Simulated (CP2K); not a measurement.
Crystal: Pb.

```xyz
2
Lattice="4.8635 0.0000 0.0000 2.4317 4.2119 0.0000 2.4317 1.4040 3.9710" Properties=species:S:1:pos:R:3 pbc="T T T"
Pb    2.4317    1.4040    0.9928
Pb    0.0000    0.0000    0.0000
```

This isn't the form of Pb at room conditions, which is fcc.

Base run:

* Program: CP2K 2026.2
* Functional: PBE
* Potentials or basis: POTENTIAL_UZH Pb GTH-PBE-q4; ccGRB-D basis
* Density cutoff: 6123 eV
* k mesh: 7 × 7 × 7
* Occupations: fermi-dirac, width 0.05 eV
* Spin: no spin polarisation

Its results: band gap on the k mesh none (metal or under the smearing width); pressure 3.4 GPa.

Q: The run is repeated on the same cell with these changes: potentials or basis from POTENTIAL_UZH Pb GTH-PBE-q4; ccGRB-D basis to POTENTIAL_UZH Pb GTH-PBE-q4; DZVP-MOLOPT-PBE-GTH basis; basis sets from Pb ccGRB-D-q4 to Pb DZVP-MOLOPT-PBE-GTH-q4. What comes out?

A: Band gap on the k mesh none (metal or under the smearing width); pressure 2.5 GPa.

Caveats: spin-orbit coupling is left out, which moves the levels of the heavy elements; the basis of atomic orbitals isn't converged, which shifts pressures, moduli and gaps.
